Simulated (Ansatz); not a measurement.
The system is P.

```
CELL_PARAMETERS angstrom
1.64774 -5.46504 0.00000
1.64774 5.46504 0.00000
0.00000 0.00000 4.54364
ATOMIC_POSITIONS crystal
P 0.90414 0.09586 0.58882
P 0.09586 0.90414 0.41118
P 0.59586 0.40414 0.08882
P 0.40414 0.59586 0.91118
```

| Quantity | Value |
| --- | --- |
| Program | Ansatz 0.2.0 |
| Task | relaxation of cell and atoms |
| Functional | HISS |
| Potentials or basis | Ansatz PAW |
| Cutoff | 420 eV (not typed: the program's choice for these potentials) |
| k mesh | 4 × 4 × 3 |
| Occupations | fermi-dirac, width 0.05 eV |
| Spin | no spin polarisation |

At the start: volume 20.46 Å³/atom.

Q: Where does the relaxation end?

A: It ends after 5 steps and the volume is 20.15 Å³/atom (-1.5 %); space group Cmce (No. 64, to 0.05 Å).

Step by step:
```csv
step,energy change (eV),largest force (eV/Å),volume (Å³)
1,0.0000,0.3128,81.83
2,-0.0130,0.1568,81.46
3,-0.0174,0.0303,80.49
4,-0.0176,0.0071,80.59
5,-0.0175,0.0071,80.59
```

Final structure:
```
P
1.0
     1.65449   -5.45373    0.00000
     1.65449    5.45373    0.00000
     0.00000    0.00000    4.46554
P
4
Cartesian
  1.6545 -4.4196 2.6272
  1.6545 4.4196 1.8383
  1.6545 -1.0341 0.3945
  1.6545 1.0341 4.0711
```

Caveat: the k mesh is coarse (spacing up to 0.50 Å⁻¹), so the values aren't converged, least of all with exact exchange; the plane-wave basis is chosen anew once the cell has moved, so the energies of steps on either side of that aren't comparable; the PAW data sets come from PBE, with cores solved anew for the run's functional, which leaves a small shift of forces and pressure.
